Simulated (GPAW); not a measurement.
# SnTe (Fm-3m) in GPAW: notebook, part 2 of 2

GPAW 26.7.0. Earlier steps stand in the parts before.

## Step 3: Band structure, RPBE, spin-orbit coupling, no magnetisation

Input file run.py:

```python
import numpy as np
from ase.dft.bandgap import bandgap
from ase.io import write
from ase.spacegroup import crystal
from ase.units import GPa
from gpaw import GPAW, PW
from gpaw.spinorbit import soc_eigenstates

# Te 4b
# Sn 4a
atoms = crystal(['Te', 'Sn'],
                basis=[[0.5, 0.0, 0.0],
                       [0.0, 0.0, 0.0]],
                spacegroup=225, setting=1,  # Fm-3m
                cellpar=[6.3017, 6.3017, 6.3017, 90.0, 90.0, 90.0],
                primitive_cell=True)

calc = GPAW(mode=PW(600),
            xc='RPBE',
            kpts={'size': (6, 6, 6), 'gamma': True},
            occupations={'name': 'fermi-dirac', 'width': 0.05},
            nbands=19,
            convergence={'density': 1e-05, 'energy': 1e-05},
            maxiter=150,
            txt='gpaw.txt')
atoms.calc = calc
energy = atoms.get_potential_energy()
forces = atoms.get_forces()
stress = atoms.get_stress()
calc.write('gs.gpw')
write('result.traj', atoms)
print(f'Energy: {energy:.6f} eV')
print('Forces (eV/A):')
print(forces.round(4))
print('Stress (GPa):', (stress / GPa).round(3))
print('Fermi level:', round(calc.get_fermi_level(), 4), 'eV')
print(f'Gap: {bandgap(calc)[0]:.4f} eV, direct: {bandgap(calc, direct=True)[0]:.4f} eV')

path = atoms.cell.bandpath('GXWKGLUWLK,UX', npoints=80, eps=1e-4)
bs_calc = calc.fixed_density(kpts=path, symmetry='off', nbands=32,
                             convergence={'bands': 'CBM+6.0', 'eigenstates': 1e-6}, txt='bands.txt')
bs = bs_calc.band_structure()
bs.write('bs.json')
print(f'Gap on the path: {bandgap(bs_calc)[0]:.4f} eV')

soc = soc_eigenstates(bs_calc, theta=90, phi=0)
np.savetxt('soc_bands.dat', soc.eigenvalues(), fmt='%.4f')
mesh = soc_eigenstates('gs.gpw', theta=90, phi=0)
np.savetxt('soc_mesh.dat', mesh.eigenvalues(), fmt='%.4f')
print('Fermi level with spin-orbit coupling:', round(mesh.fermi_level, 4), 'eV')
```

Potentials or basis: the program's PAW data sets (release 1.2.1) made for this functional, pw.

Run with:

```
OMP_NUM_THREADS=1 python run.py
```

gpaw.txt:

```text
__  _  _
 | _ |_)|_||  |
 |__||  | ||/\| - 26.7.0

Input parameters:
  mode=PW(ecut=600.0),
  convergence={'density': 1e-05, 'energy': 1e-05},
  kpts=MonkhorstPack(size=(6, 6, 6), gamma=True),
  maxiter=150,
  nbands=19,
  occupations=Occupations(name='fermi-dirac', width=0.05),
  xc=XC(name='RPBE')

Diagonalizing LCAO Hamiltonian
Converting LCAO to pw mode

                 Te

       Sn

Atoms  # Å, Bohr magnetons
|   | symbol |        x |        y |        z |    initial magnetic moments |
|---|--------|----------|----------|----------|-----------------------------|
| 0 |     Te | 3.150850 | 3.150850 | 3.150850 | ( 0.0000,  0.0000,  0.0000) |
| 1 |     Sn | 0.000000 | 0.000000 | 0.000000 | ( 0.0000,  0.0000,  0.0000) |

Unit cell  # Å
| periodic |        x |        y |        z |  lengths |    angles |
|----------|----------|----------|----------|----------|-----------|
|      yes | 0.000000 | 3.150850 | 3.150850 | 4.455975 | 60.000000 |
|      yes | 3.150850 | 0.000000 | 3.150850 | 4.455975 | 60.000000 |
[... 203 lines left out ...]
  Kinetic:          16.460381
  Coulomb:         -16.329127
  Zero:              0.151074
  External:          0.000000
  Xc:               -7.359755
  Entropy:          -0.002357
  Spinorbit:         0.000000
  ----------------------------
  Free energy:      -7.079784
  Extrapolated:     -7.078606

dipole moment: (-21.316574, -21.316574, -21.316574)  # |e|*Ang

Fermi level: 6.671
Eigenvalues  # (at kpt = [0.000, 0.000, 0.000])
| band index |      eig [eV] | occ [0-2] |
|------------|---------------|-----------|
|          0 |       -15.393 |     2.000 |
|        ... |               |           |
|          2 |       -15.388 |     2.000 |
|          3 |       -15.388 |     2.000 |
|          4 |       -15.388 |     2.000 |
|          5 |        -6.201 |     2.000 |
|          6 |         1.975 |     2.000 |
|          7 |         4.407 |     2.000 |
[... 9 lines left out ...]
|         17 |        13.454 |     0.000 |
|         18 |        13.498 |     0.000 |

Gap: 0.087 eV
Transition (v -> c):
  (s=0, k=15, n=9, [0.50, 0.50, 0.50]) -> (s=0, k=15, n=10, [0.50, 0.50, 0.50])
No difference between direct/indirect transitions

Forces  # eV/Ang
|        x |       y |        z |
|----------|---------|----------|
| -0.00000 | 0.00000 | -0.00000 |  # Te   0
|  0.00000 | 0.00000 |  0.00000 |  # Sn   1

Stress tensor  # eV/Ang^3
|         x |         y |         z |
|-----------|-----------|-----------|
| -0.021549 |  0.000000 |  0.000000 |
|  0.000000 | -0.021549 | -0.000000 |
|  0.000000 | -0.000000 | -0.021549 |

# Writing to gs.gpw (mode='')
```

bands.txt:

```text
Diagonalizing LCAO Hamiltonian
Converting LCAO to pw mode
convergence criteria:
- Maximum integral of absolute [eigenst]ate change: 1e-06 eV^2 / valence electron
maximum number of iterations: 150

SCF iterations
|iter     | |      energy | eigst |  dens |
|---------|-|-------------|-------|-------|
|iter:   1| |             | +0.16 |       |
[... 86 lines left out ...]
         [0.40277778, 0.40277778, 0.69444444],
         [0.38888889, 0.38888889, 0.72222222],
         [0.375     , 0.375     , 0.75      ],
         [0.625     , 0.25      , 0.625     ],
         [0.59375   , 0.1875    , 0.59375   ],
         [0.5625    , 0.125     , 0.5625    ],
         [0.53125   , 0.0625    , 0.53125   ],
         [0.5       , 0.        , 0.5       ]])),
  maxiter=150,
  nbands=32,
  occupations=Occupations(name='fermi-dirac', width=0.05),
  symmetry=Symmetry(point_group=False, time_reversal=False),
  xc=XC(name='RPBE')
```

It took 87 s on 1 thread of Arm Neoverse V1, shared host; peak memory 0.33 GiB.

What came out:

- Free energy: -7.0798 eV
- Pressure: 3.5 GPa
- Band gap on the k mesh: 0.29 eV, direct
- Band gap along the path: 0.26 eV, indirect (least direct gap 0.29 eV)

Levels at the corners of the path, in eV from the valence-band top:
| point | band 16 | band 17 | band 18 | band 19 | band 20 | band 21 | band 22 | band 23 | band 24 | band 25 |
| --- | --- | --- | --- | --- | --- | --- | --- | --- | --- | --- |
| Γ | -2.67 | -1.76 | -1.76 | -1.76 | -1.76 | 2.85 | 2.85 | 3.78 | 3.78 | 3.78 |
| X | -5.50 | -3.90 | -3.90 | -3.42 | -3.42 | 2.32 | 2.32 | 4.64 | 4.64 | 5.45 |
| W | -4.85 | -4.65 | -4.65 | -0.73 | -0.73 | 0.96 | 0.96 | 4.65 | 4.65 | 4.89 |
| K | -5.10 | -3.24 | -3.24 | -2.53 | -2.53 | 2.91 | 2.91 | 3.42 | 3.42 | 4.35 |
| Γ | -2.67 | -1.76 | -1.76 | -1.76 | -1.76 | 2.85 | 2.85 | 3.78 | 3.78 | 3.78 |
| L | -2.09 | -1.44 | -1.44 | 0.00 | 0.00 | 0.29 | 0.29 | 0.44 | 0.44 | 0.66 |
| U | -5.10 | -3.24 | -3.24 | -2.53 | -2.53 | 2.91 | 2.91 | 3.42 | 3.42 | 4.35 |
| W | -4.85 | -4.65 | -4.65 | -0.73 | -0.73 | 0.96 | 0.96 | 4.65 | 4.65 | 4.89 |
| L | -2.09 | -1.44 | -1.44 | 0.00 | 0.00 | 0.29 | 0.29 | 0.44 | 0.44 | 0.66 |
| K | -5.10 | -3.24 | -3.24 | -2.53 | -2.53 | 2.91 | 2.91 | 3.42 | 3.42 | 4.35 |
| U | -5.10 | -3.24 | -3.24 | -2.53 | -2.53 | 2.91 | 2.91 | 3.42 | 3.42 | 4.35 |
| X | -5.50 | -3.90 | -3.90 | -3.42 | -3.42 | 2.32 | 2.32 | 4.64 | 4.64 | 5.45 |

Caveat: spin-orbit coupling was added after a scalar SCF, so levels and gaps hold it while energy, forces, pressure and moments don't; this program's spin-orbit splittings come out too wide for heavy elements.

## Step 4: Band structure, LDA, spin-orbit coupling, no magnetisation

run.py, as its differences from that of step 3:

```diff
@@ -2,4 +2,3 @@
 from ase.dft.bandgap import bandgap
-from ase.io import write
-from ase.spacegroup import crystal
+from ase.io import read, write
 from ase.units import GPa
@@ -8,13 +7,6 @@
 
-# Te 4b
-# Sn 4a
-atoms = crystal(['Te', 'Sn'],
-                basis=[[0.5, 0.0, 0.0],
-                       [0.0, 0.0, 0.0]],
-                spacegroup=225, setting=1,  # Fm-3m
-                cellpar=[6.3017, 6.3017, 6.3017, 90.0, 90.0, 90.0],
-                primitive_cell=True)
+atoms = read('POSCAR')
 
 calc = GPAW(mode=PW(600),
-            xc='RPBE',
+            xc='LDA',
             kpts={'size': (6, 6, 6), 'gamma': True},
@@ -38,3 +30,3 @@
 
-path = atoms.cell.bandpath('GXWKGLUWLK,UX', npoints=80, eps=1e-4)
+path = atoms.cell.bandpath('GXWKGLUWLK,UX', npoints=100, eps=1e-4)
 bs_calc = calc.fixed_density(kpts=path, symmetry='off', nbands=32,
@@ -45,5 +37,5 @@
 
-soc = soc_eigenstates(bs_calc, theta=90, phi=0)
+soc = soc_eigenstates(bs_calc, theta=90, phi=45)
 np.savetxt('soc_bands.dat', soc.eigenvalues(), fmt='%.4f')
-mesh = soc_eigenstates('gs.gpw', theta=90, phi=0)
+mesh = soc_eigenstates('gs.gpw', theta=90, phi=45)
 np.savetxt('soc_mesh.dat', mesh.eigenvalues(), fmt='%.4f')
```

Input file POSCAR:

```
SnTe
1.0
    0.0000000000      3.1508500000      3.1508500000
    3.1508500000      0.0000000000      3.1508500000
    3.1508500000      3.1508500000      0.0000000000
Te Sn
1 1
Direct
    0.5000000000      0.5000000000      0.5000000000
    0.0000000000      0.0000000000      0.0000000000
```

Run with:

```
OMP_NUM_THREADS=1 python run.py
```

Wall time 1.7 min (1 thread of Arm Neoverse V1, shared host); peak memory 0.37 GiB.

The run converged. Its results:

```yaml
Free_energy: -9.1319 eV
Pressure: -1.8 GPa
Band_gap_on_the_k_mesh: 0.32 eV, direct
Band_gap_along_the_path: 0.25 eV, indirect (least direct gap 0.32 eV)
```

Levels at the corners of the path, in eV from the valence-band top:
| point | band 17 | band 18 | band 19 | band 20 | band 21 | band 22 | band 23 | band 24 |
| --- | --- | --- | --- | --- | --- | --- | --- | --- |
| Γ | -1.60 | -1.60 | -1.60 | -1.60 | 2.83 | 2.83 | 3.80 | 3.80 |
| X | -3.78 | -3.78 | -3.27 | -3.27 | 2.42 | 2.42 | 4.61 | 4.61 |
| W | -4.52 | -4.52 | -0.62 | -0.62 | 0.99 | 0.99 | 4.71 | 4.71 |
| K | -3.12 | -3.12 | -2.44 | -2.44 | 2.94 | 2.94 | 3.49 | 3.49 |
| Γ | -1.60 | -1.60 | -1.60 | -1.60 | 2.83 | 2.83 | 3.80 | 3.80 |
| L | -1.26 | -1.26 | 0.00 | 0.00 | 0.32 | 0.32 | 0.48 | 0.48 |
| U | -3.12 | -3.12 | -2.44 | -2.44 | 2.94 | 2.94 | 3.49 | 3.49 |
| W | -4.52 | -4.52 | -0.62 | -0.62 | 0.99 | 0.99 | 4.71 | 4.71 |
| L | -1.26 | -1.26 | 0.00 | 0.00 | 0.32 | 0.32 | 0.48 | 0.48 |
| K | -3.12 | -3.12 | -2.44 | -2.44 | 2.94 | 2.94 | 3.49 | 3.49 |
| U | -3.12 | -3.12 | -2.44 | -2.44 | 2.94 | 2.94 | 3.49 | 3.49 |
| X | -3.78 | -3.78 | -3.27 | -3.27 | 2.42 | 2.42 | 4.61 | 4.61 |

Caveat: spin-orbit coupling was added after a scalar SCF, so levels and gaps hold it while energy, forces, pressure and moments don't; this program's spin-orbit splittings come out too wide for heavy elements.

## Step 5: Summary

```tsv
task	level	potentials or basis	spin	band path	band points	spin axis theta (degrees)	spin axis phi (degrees)	soc after scf	gap on the mesh (eV)	pressure (GPa)
equation of state	vdW-DF-cx	GPAW PAW data sets (gpaw-data 1.2.1), pw	off	-	-	-	-	-	-	-
band structure	RPBE	the program's PAW data sets (release 1.2.1) made for this functional, pw	SOC, no magnetisation	GXWKGLUWLK,UX	80	90	0	second variation	0.29	3.5
band structure	LDA	the program's PAW data sets (release 1.2.1) made for this functional, pw	SOC, no magnetisation	GXWKGLUWLK,UX	100	90	45	second variation	0.32	-1.8
```

Alike in all rows: cell as given; k mesh 6 × 6 × 6; cutoff (eV) 600; smearing fermi-dirac 0.05 eV.

Caveats: spin-orbit coupling was added after a scalar SCF, so levels and gaps hold it while energy, forces, pressure and moments don't (some runs); this program's spin-orbit splittings come out too wide for heavy elements (some runs); the PAW data sets were made with another functional, which shifts forces and pressure a little (some runs).

Absolute energies hang on the potentials; compare differences alone.

## Step 6: Against experiment

Step 3. Measured gap of SnTe: 0.18 eV (direct; 300 K; a printed reference work, textbook). This calculation gives 0.26 eV (+0.08 eV). The value is that of RPBE, without temperature or zero-point motion.

Step 4. Against the measured direct gap of SnTe, 0.18 eV (direct; 300 K; a printed reference work, textbook), the calculated 0.32 eV is off by +0.14 eV. The value is that of LDA, without temperature or zero-point motion.
